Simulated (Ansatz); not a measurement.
# CaS: the cell at several levels of theory

An exercise on one series of results from a longer session: the logs are not shown, and one member is left open.

Program: Ansatz 0.2.0. PAW datasets, plane waves, zero pressure. Calculated at 0 K for a non-magnetic cell.

## The cell

The symmetry is Fm-3m (No. 225, cubic); conventional cell a = 5.705 Å, 23.21 Å³ an atom. Ca has 6 S at 2.85 Å; S has 6 Ca at 2.85 Å.

Coordinates:

```
CELL_PARAMETERS angstrom
0.00000 2.85237 2.85237
2.85237 0.00000 2.85237
2.85237 2.85237 0.00000
ATOMIC_POSITIONS crystal
Ca 0.00000 0.00000 0.00000
S 0.50000 0.50000 0.50000
```

The first run:

input.yaml

```yaml
crystal:
  lattice:
    - [0.0, 2.8523742917, 2.8523742917]
    - [2.8523742917, 0.0, 2.8523742917]
    - [2.8523742917, 2.8523742917, 0.0]
  atoms:
    - { symbol: Ca, position: [0.0, 0.0, 0.0] }
    - { symbol: S, position: [0.5, 0.5, 0.5] }
kpoints:
  mp_grid: { grid: [8, 8, 8] }
hamiltonian:
  xc: pbe
scf:
  occupations: { method: fermi_dirac, width: 0.02 }
relax:
  f_tol: 0.005
  cell: {}
```

Command:

```bash
> ansatz run input.yaml --threads 2 --pin off --max-ram 29491MiB --backend cpu --events-out ev --progress --plain --runs-dir out
```

Steps of the session up to this table: Relaxing with PBE; r2SCAN: cell and atoms; Relaxation with PBEsol; Relaxing with LDA; Relaxation with HSE06.

One table of the session follows, with a row left open; its other results are not shown here.

```
 level  a (Å)  volume (Å³/atom)
   PBE      ?                 ?
r2SCAN  5.696            23.099
PBEsol  5.633            22.345
   LDA  5.565            21.537
 HSE06  5.699            23.132
```

Q: Estimate the row for PBE from the others.

**Answer.** a (Å): 5.712; volume (Å³/atom): 23.293. In the column «a (Å)» it is the highest.

What this shows: The first relaxation changed the volume by +0.4 % from the start. LDA gives the smallest cell and PBE the largest; they differ by 8.2 % in volume, a mean of 2.6 % in length. The meshes differ: PBE 8×8×8, r2SCAN 8×8×8, PBEsol 8×8×8, LDA 8×8×8, HSE06 6×6×6.
